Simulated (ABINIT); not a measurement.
Crystal: Ag.

```
Ag
1.0
     0.00000    2.04275    2.04275
     2.04275    0.00000    2.04275
     2.04275    2.04275    0.00000
Ag
1
Direct
  0.00000 0.00000 0.00000
```

Base run:

```yaml
Program: ABINIT 10.8.3 (patched build)
Functional: RPBE
Potentials_or_basis: PseudoDojo NC SR PBE v0.4.1 standard
Cutoff: 1116 eV
k_mesh: 11 × 11 × 11
Occupations: fermi-dirac, width 0.05 eV
Spin: no spin polarisation
```

Its results: band gap on the k mesh none (metal or under the smearing width); pressure 8.3 GPa.

Task: The run is repeated on the same cell with these changes: functional from RPBE to WC; potentials or basis from PseudoDojo NC SR PBE v0.4.1 standard to PseudoDojo NC SR PBEsol v0.4.1 standard. What comes out?

Result: Band gap on the k mesh none (metal or under the smearing width); pressure -2.5 GPa.

Caveats: the potentials were made for another functional, which shifts forces and pressure.
